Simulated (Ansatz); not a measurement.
This run works on a generated trial structure, not on a known crystal.

Input and command of a plane-wave DFT calculation in Ansatz:

```yaml
crystal:
  lattice:
    - [1.8822150818, -1.9970170282, 0.0]
    - [1.8822150818, 1.9970170282, 0.0]
    - [0.0, 0.0, 2.6800425478]
  atoms:
    - { symbol: Ge, position: [0.0, 0.0, 0.0] }
basis:
  ecutwfc: 420
kpoints:
  mp_grid: { grid: [20, 20, 20] }
hamiltonian:
  xc: pbe
scf:
  occupations: { method: gaussian, width: 0.1 }
output:
  forces: true
  stress: true
  eigenvalues: true
  write_density: true
  write_potential: true
  elf: true
  volumetric_format: npy
relax:
  adjacent_minimum: "off"
  f_tol: 0.01
  max_steps: 80
  cell: { stress_tol: 0.05 }
```

```bash
ansatz run input.yaml --threads 1 --pin off --max-ram 2560MiB --backend cpu --events-out ev --progress --plain --runs-dir out
```

Processor: Arm Neoverse V1, 1 thread, on a host shared with other jobs.

Question: How long does it run, and how much memory does it take?

Answer: About 2.5 min, peak memory 0.58 GiB. It solves 11 bands at 1221 k points (after reduction by symmetry) with about 389 plane waves (on the last cell), in 35 SCF iterations over 7 ionic steps.
